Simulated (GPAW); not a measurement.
# NdH2 (Fm-3m) in GPAW: elastic constants with LDA+U

Aim: the elastic constants of NdH2 with LDA+U.

All numbers are computed with GPAW 26.7.0; they aren't measurements. Logs are shortened: lines on timing, memory, paths and dates and some standing lists are left out, and cuts for length are marked. The log counts tension as positive stress, the text compression.

## 1. The crystal as given

Symmetry: Fm-3m, No. 225, cubic system. Conventional cell: a = 5.470 Å, b = 5.470 Å, c = 5.470 Å, α = 90.00°, β = 90.00°, γ = 90.00°. Nd (site symmetry m-3m) has 8 H at 2.37 Å as nearest neighbours. Around H (site symmetry -43m) lie 4 Nd at 2.37 Å.

## 2. Elastic constants, LDA+U, collinear spin, ferromagnetic start, 13.64 Å³/atom

Input file run.py:

```python
import json
import numpy as np
import spglib
from ase.constraints import FixSymmetry
from ase.filters import FrechetCellFilter
from ase.io import read, write
from ase.optimize import BFGS
from ase.stress import full_3x3_to_voigt_6_stress, voigt_6_to_full_3x3_strain, voigt_6_to_full_3x3_stress
from ase.units import GPa
from gpaw import GPAW, PW

atoms = read('POSCAR')
atoms.set_initial_magnetic_moments([3.0, 0.0, 0.0])

calc = GPAW(mode=PW(800),
            xc='LDA',
            kpts={'size': (6, 6, 6), 'gamma': True},
            occupations={'name': 'fermi-dirac', 'width': 0.05},
            setups={'Nd': ':f,5.0'},
            nbands=21,
            convergence={'density': 1e-06, 'eigenstates': 1e-09},
            eigensolver={'name': 'davidson', 'niter': 2},
            maxiter=80,
            txt='gpaw.txt')
atoms.calc = calc
atoms.set_constraint(FixSymmetry(atoms))
BFGS(FrechetCellFilter(atoms), trajectory='relax.traj', logfile='-').run(fmax=0.005, steps=40)
atoms.set_constraint()
energy = atoms.get_potential_energy()
forces = atoms.get_forces()
stress = atoms.get_stress()
calc.write('gs.gpw')
write('result.traj', atoms)
print('Cell:', atoms.cell.cellpar().round(4))
print(atoms.get_scaled_positions().round(5))

gpts = tuple(int(n) for n in calc.get_number_of_grid_points())
cell = atoms.cell[:].T
dataset = spglib.get_symmetry((atoms.cell[:], atoms.get_scaled_positions(), atoms.numbers), symprec=1e-4)
rotations = [cell @ w @ np.linalg.inv(cell) for w in dataset['rotations']]
strains, clamped, relaxed = [], [], []
for v in [0, 3]:
    for e in (-0.005, 0.005):
        voigt = np.zeros(6)
        voigt[v] = e
        F = voigt_6_to_full_3x3_strain(voigt)
        a = atoms.copy()
        a.set_cell(atoms.cell[:] @ F, scale_atoms=True)
        c = GPAW(mode=PW(800),
                 xc='LDA',
                 kpts={'size': (6, 6, 6), 'gamma': True},
                 occupations={'name': 'fermi-dirac', 'width': 0.05},
                 setups={'Nd': ':f,5.0'},
                 nbands=21,
                 convergence={'density': 1e-06, 'eigenstates': 1e-09},
                 eigensolver={'name': 'davidson', 'niter': 2},
                 maxiter=80,
                 gpts=gpts,
                 txt=f'strain-{v}{e:+.3f}.txt')
        a.calc = c
        s0 = s1 = a.get_stress() - stress
        BFGS(a, logfile=None).run(fmax=0.003, steps=25)
        s1 = a.get_stress() - stress
        print(v, e, 'clamped', (s0 / GPa).round(3), 'relaxed', (s1 / GPa).round(3), flush=True)
        for R in rotations:  # images under the point group
            eps = R @ (F - np.eye(3)) @ R.T
            strains.append(full_3x3_to_voigt_6_stress(eps) * [1, 1, 1, 2, 2, 2])
            for s, rows in ((s0, clamped), (s1, relaxed)):
                rows.append(full_3x3_to_voigt_6_stress(R @ voigt_6_to_full_3x3_stress(s) @ R.T))

C0, C = (np.linalg.lstsq(np.array(strains), np.array(s), rcond=None)[0].T / GPa for s in (clamped, relaxed))
print('Clamped-ion Cij (GPa):')
print(C0.round(1))
print('Relaxed-ion Cij (GPa):')
print(C.round(1))
json.dump({'clamped': C0.tolist(), 'relaxed': C.tolist()}, open('elastic.json', 'w'))
```

Input file POSCAR:

```
NdH2
1.0
    0.0000000000      2.7350000000      2.7350000000
    2.7350000000      0.0000000000      2.7350000000
    2.7350000000      2.7350000000      0.0000000000
Nd H
1 2
Direct
    0.0000000000      0.0000000000      0.0000000000
    0.7500000000      0.7500000000      0.7500000000
    0.2500000000      0.2500000000      0.2500000000
```

Potentials or basis: the program's PAW data sets (release 1.2.1) made for this functional, pw.

Command:

```sh
$ OMP_NUM_THREADS=1 python run.py
```

gpaw.txt:

```text
__  _  _
 | _ |_)|_||  |
 |__||  | ||/\| - 26.7.0

Input parameters:
  mode=PW(ecut=800.0),
  convergence={'density': 1e-06, 'eigenstates': 1e-09},
  eigensolver=Davidson(niter=2),
  kpts=MonkhorstPack(size=(6, 6, 6), gamma=True),
  maxiter=80,
  nbands=21,
  occupations=Occupations(name='fermi-dirac', width=0.05),
  setups={'Nd': ':f,5.0'},
  xc=XC(name='LDA')

Diagonalizing LCAO Hamiltonian
Converting LCAO to pw mode

                    H

           H

       Nd

Atoms  # Å, Bohr magnetons
|   | symbol |        x |        y |        z |    initial magnetic moments |
|---|--------|----------|----------|----------|-----------------------------|
| 0 |     Nd | 0.000000 | 0.000000 | 0.000000 | ( 0.0000,  0.0000,  3.0000) |
| 1 |      H | 4.102500 | 4.102500 | 4.102500 | ( 0.0000,  0.0000,  0.0000) |
| 2 |      H | 1.367500 | 1.367500 | 1.367500 | ( 0.0000,  0.0000,  0.0000) |

Unit cell  # Å
| periodic |        x |        y |        z |  lengths |    angles |
|----------|----------|----------|----------|----------|-----------|
|      yes | 0.000000 | 2.735000 | 2.735000 | 3.867874 | 60.000000 |
|      yes | 2.735000 | 0.000000 | 2.735000 | 3.867874 | 60.000000 |
|      yes | 2.735000 | 2.735000 | 0.000000 | 3.867874 | 60.000000 |

Number of symmetries: 48
Symmetry operations  # r_c * U_cc + t_c -> r_c
|    | kind |            matrix            |
|----|------|------------------------------|
|  0 |  σ   |  1, 0, 0,  1, 0,-1,  1,-1, 0 |
|  1 |  C2  |  1, 0, 0,  1,-1, 0,  1, 0,-1 |
|  2 |  E   |  1, 0, 0,  0, 1, 0,  0, 0, 1 |
|  3 |  σ   |  1, 0, 0,  0, 0, 1,  0, 1, 0 |
|  4 |  C4  |  1, 0,-1,  1, 0, 0,  1,-1, 0 |
|  5 |  S6  |  1, 0,-1,  1,-1, 0,  1, 0, 0 |
|  6 |  σ   |  1, 0,-1,  0, 1,-1,  0, 0,-1 |
|  7 |  C3  |  1, 0,-1,  0, 0,-1,  0, 1,-1 |
|  8 |  S6  |  1,-1, 0,  1, 0, 0,  1, 0,-1 |
[... 174 lines left out ...]
SCF iterations
|iter     | |      energy | eigst |  dens |  magmom |
|---------|-|-------------|-------|-------|---------|
|iter:   1| |  -21.640434 | -0.09 |       |  +3.0078|
|iter:   2| |  -14.298059 | -1.29 | -0.26 |  +2.8802|
|iter:   3| |  -12.336010 | -0.15 | -0.44 |  +2.8625|
|iter:   4| |  -11.547838 | -1.83 | -0.58 |  +2.9557|
|iter:   5| |  -13.317248 | -1.56 | -0.84 |  +3.3065|
|iter:   6| |  -13.837370 | -1.66 | -1.26 |  +3.3772|
|iter:   7| |  -13.833750 | -1.61 | -1.35 |  +3.3378|
|iter:   8| |  -13.818119 | -2.41 | -1.57 |  +3.2741|
|iter:   9| |  -13.807711 | -2.69 | -1.74 |  +3.1801|
|iter:  10| |  -13.806412 | -3.47 | -2.19 |  +3.1544|
|iter:  11| |  -13.806238c| -4.31 | -2.56 |  +3.1474|
|iter:  12| |  -13.806129c| -4.66 | -2.80 |  +3.1410|
|iter:  13| |  -13.806101c| -5.18 | -3.29 |  +3.1383|
[... 100 lines left out ...]
|  2 |  E   |  1, 0, 0,  0, 1, 0,  0, 0, 1 |
|  3 |  σ   |  1, 0, 0,  0, 0, 1,  0, 1, 0 |
|  4 |  C4  |  1, 0,-1,  1, 0, 0,  1,-1, 0 |
|  5 |  S6  |  1, 0,-1,  1,-1, 0,  1, 0, 0 |
|  6 |  σ   |  1, 0,-1,  0, 1,-1,  0, 0,-1 |
|  7 |  C3  |  1, 0,-1,  0, 0,-1,  0, 1,-1 |
|  8 |  S6  |  1,-1, 0,  1, 0, 0,  1, 0,-1 |
[... 241 lines left out ...]
Stress tensor  # eV/Ang^3
|         x |         y |         z |
|-----------|-----------|-----------|
|  0.024146 | -0.000000 | -0.000000 |
| -0.000000 |  0.024146 |  0.000000 |
| -0.000000 |  0.000000 |  0.024146 |

Forces  # eV/Ang
|       x |        y |        z |
|---------|----------|----------|
| 0.00000 |  0.00000 | -0.00000 |  # Nd   0
| 0.00000 | -0.00000 |  0.00000 |  # H    1
| 0.00000 | -0.00000 | -0.00000 |  # H    2

Interpolating wave functions to new cell
[... 7 lines left out ...]
Atoms  # Å, Bohr magnetons
|   | symbol |        x |        y |        z |    initial magnetic moments |
|---|--------|----------|----------|----------|-----------------------------|
| 0 |     Nd | 0.000000 | 0.000000 | 0.000000 | ( 0.0000,  0.0000,  2.9884) |
| 1 |      H | 4.015170 | 4.015170 | 4.015170 | ( 0.0000,  0.0000, -0.0070) |
| 2 |      H | 1.338390 | 1.338390 | 1.338390 | ( 0.0000,  0.0000, -0.0070) |

Unit cell  # Å
| periodic |        x |         y |        z |  lengths |    angles |
|----------|----------|-----------|----------|----------|-----------|
|      yes | 0.000000 |  2.676780 | 2.676780 | 3.785538 | 60.000000 |
|      yes | 2.676780 | -0.000000 | 2.676780 | 3.785538 | 60.000000 |
|      yes | 2.676780 |  2.676780 | 0.000000 | 3.785538 | 60.000000 |

Number of symmetries: 48
Symmetry operations  # r_c * U_cc + t_c -> r_c
|    | kind |            matrix            |
|----|------|------------------------------|
|  0 |  σ   |  1, 0, 0,  1, 0,-1,  1,-1, 0 |
|  1 |  C2  |  1, 0, 0,  1,-1, 0,  1, 0,-1 |
|  2 |  E   |  1, 0, 0,  0, 1, 0,  0, 0, 1 |
|  3 |  σ   |  1, 0, 0,  0, 0, 1,  0, 1, 0 |
|  4 |  C4  |  1, 0,-1,  1, 0, 0,  1,-1, 0 |
|  5 |  S6  |  1, 0,-1,  1,-1, 0,  1, 0, 0 |
|  6 |  σ   |  1, 0,-1,  0, 1,-1,  0, 0,-1 |
|  7 |  C3  |  1, 0,-1,  0, 0,-1,  0, 1,-1 |
|  8 |  S6  |  1,-1, 0,  1, 0, 0,  1, 0,-1 |
[... 242 lines left out ...]
Stress tensor  # eV/Ang^3
|         x |         y |         z |
|-----------|-----------|-----------|
| -0.001747 | -0.000000 |  0.000000 |
| -0.000000 | -0.001747 | -0.000000 |
|  0.000000 | -0.000000 | -0.001747 |

Forces  # eV/Ang
|        x |       y |        z |
|----------|---------|----------|
|  0.00000 | 0.00000 |  0.00000 |  # Nd   0
| -0.00000 | 0.00000 |  0.00000 |  # H    1
|  0.00000 | 0.00000 | -0.00000 |  # H    2

Interpolating wave functions to new cell
[... 7 lines left out ...]
Atoms  # Å, Bohr magnetons
|   | symbol |        x |        y |        z |    initial magnetic moments |
|---|--------|----------|----------|----------|-----------------------------|
| 0 |     Nd | 0.000000 | 0.000000 | 0.000000 | ( 0.0000,  0.0000,  2.9698) |
| 1 |      H | 4.020253 | 4.020253 | 4.020253 | ( 0.0000,  0.0000, -0.0070) |
| 2 |      H | 1.340084 | 1.340084 | 1.340084 | ( 0.0000,  0.0000, -0.0070) |

Unit cell  # Å
| periodic |        x |         y |        z |  lengths |    angles |
|----------|----------|-----------|----------|----------|-----------|
|      yes | 0.000000 |  2.680169 | 2.680169 | 3.790331 | 60.000000 |
|      yes | 2.680169 | -0.000000 | 2.680169 | 3.790331 | 60.000000 |
|      yes | 2.680169 |  2.680169 | 0.000000 | 3.790331 | 60.000000 |

Number of symmetries: 48
Symmetry operations  # r_c * U_cc + t_c -> r_c
|    | kind |            matrix            |
|----|------|------------------------------|
|  0 |  σ   |  1, 0, 0,  1, 0,-1,  1,-1, 0 |
|  1 |  C2  |  1, 0, 0,  1,-1, 0,  1, 0,-1 |
|  2 |  E   |  1, 0, 0,  0, 1, 0,  0, 0, 1 |
|  3 |  σ   |  1, 0, 0,  0, 0, 1,  0, 1, 0 |
|  4 |  C4  |  1, 0,-1,  1, 0, 0,  1,-1, 0 |
|  5 |  S6  |  1, 0,-1,  1,-1, 0,  1, 0, 0 |
|  6 |  σ   |  1, 0,-1,  0, 1,-1,  0, 0,-1 |
|  7 |  C3  |  1, 0,-1,  0, 0,-1,  0, 1,-1 |
|  8 |  S6  |  1,-1, 0,  1, 0, 0,  1, 0,-1 |
[... 247 lines left out ...]
Forces  # eV/Ang
|        x |        y |        z |
|----------|----------|----------|
| -0.00000 |  0.00000 |  0.00000 |  # Nd   0
|  0.00000 |  0.00000 | -0.00000 |  # H    1
|  0.00000 | -0.00000 |  0.00000 |  # H    2

# Writing to gs.gpw (mode='')
```

Run time: 8.8 min. Hardware: 1 thread of Arm Neoverse V2, shared host; peak memory 0.52 GiB.

Results:

```
Free energy                                  : -13.8437 eV
Relaxed volume                               : 12.83 Å³/atom
Relaxed cell                                 : a = 3.790 Å, b = 3.790 Å, c = 3.790 Å, α = 60.00°, β = 60.00°, γ = 60.00°
Space group after relaxing (to 0.05 Å)       : Fm-3m (No. 225)
Pressure after relaxing                      : 0.0 GPa
Band gap on the k mesh                       : none (metal or under the smearing width)
Net moment                                   : 3.10 μB per cell
Site moments                                 : Nd +2.97; H -0.01 μB
Elastic constants C11, C12, C44              : 111, 61, 57 GPa
Voigt bulk modulus                           : 77 GPa
Bulk modulus (Hill)                          : 77 GPa
Shear modulus (Hill)                         : 41 GPa
Young's modulus                              : 104 GPa
Poisson's ratio (from the elastic constants) : 0.28
```

Caveat: one-centre terms of the f shell are cut off; the density grid can change from cell to cell, which puts small steps into energies and stress; the magnetic or orbital state may not be the lowest; elastic constants of metals need much finer meshes, so these are rough; spin-orbit coupling is left out, which moves the levels of the heavy elements.
